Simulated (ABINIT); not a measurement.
Write the native input for ABINIT 10.8.3 (patched build) that does the following.

```
Task                                            : band structure
Functional                                      : PBE
Potentials or basis                             : JTH PAW PBE v2.0
Cutoff                                          : 680 eV
k mesh                                          : 5 × 5 × 5
Occupations                                     : fermi-dirac, width 0.05 eV
Spin                                            : no spin polarisation
Fine-grid cutoff                                : 1278.94 eV
Exchange and correlation inside the PAW spheres : full angular mesh (pawxcdev 0, this build's default; the released program takes 1)
```

CsPbCl3:

```
Pb Cs Cl
1.0
     5.60500    0.00000    0.00000
     0.00000    5.60500    0.00000
     0.00000    0.00000    5.60500
Pb Cs Cl
1 1 3
Cartesian
  2.8025 2.8025 2.8025
  0.0000 0.0000 0.0000
  2.8025 0.0000 2.8025
  0.0000 2.8025 2.8025
  2.8025 2.8025 0.0000
```

One way to write it, as run:

run.abi

```
# Datasets: ground state, then fixed potential
ndtset 2

# Pseudopotentials
pp_dirpath "./"
pseudos "Pb.GGA_PBE-JTH.xml, Cs.GGA_PBE-JTH.xml, Cl.GGA_PBE-JTH.xml"

# Structure
acell 10.5919149285 10.5919149285 10.5919149285
rprim
     1.0000000000     0.0000000000     0.0000000000
     0.0000000000     1.0000000000     0.0000000000
     0.0000000000     0.0000000000     1.0000000000
ntypat 3
znucl 82 55 17
natom 5
typat 1 2 3 3 3
xred
     0.5000000000     0.5000000000     0.5000000000
     0.0000000000     0.0000000000     0.0000000000
     0.5000000000     0.0000000000     0.5000000000
     0.0000000000     0.5000000000     0.5000000000
     0.5000000000     0.5000000000     0.0000000000

# Plane-wave basis
ecut 680.284656 eV
pawecutdg 47.0

# Exchange and correlation
ixc 11

# Bands and occupations
occopt 3
tsmear 0.05 eV

# SCF cycle
nstep 100

# Output
iomode 3
prtwf 0
prteig 0
prtebands 0
prtden1 1
prtvha1 1
prtvclmb1 1
prtpot1 1

# Dataset 1
kptopt1 1
ngkpt1 5 5 5
nshiftk1 1
shiftk1 0.0 0.0 0.0
nband1 27
tolvrs1 1.0e-9

# Dataset 2: bands along G-X-M-G-R-X
iscf2 -2
getden2 1
nband2 31
nbdbuf2 2
tolwfr2 1.0e-12
kptopt2 -5
ndivsm2 6
prteig2 1
prtvol2 -3
kptbounds2
     0.0000000000     0.0000000000     0.0000000000
     0.0000000000     0.5000000000     0.0000000000
     0.5000000000     0.5000000000     0.0000000000
     0.0000000000     0.0000000000     0.0000000000
     0.5000000000     0.5000000000     0.5000000000
     0.0000000000     0.5000000000     0.0000000000
```

Potentials or basis: JTH PAW PBE v2.0.

Command:

```console
$ abinit run.abi > log 2>&1
```

It gave:

```
Pressure                                              : 1.6 GPa
Band gap along the path                               : 1.94 eV, direct
Valence electrons inside the program's atomic spheres : Pb 11.32; Cs 5.33; Cl 4.38
```

Caveat: spin-orbit coupling is left out, which moves the levels of the heavy elements.

Wall time 6.6 min on 1 thread of Arm Neoverse V1, on a shared host, peak memory 0.3 GiB.
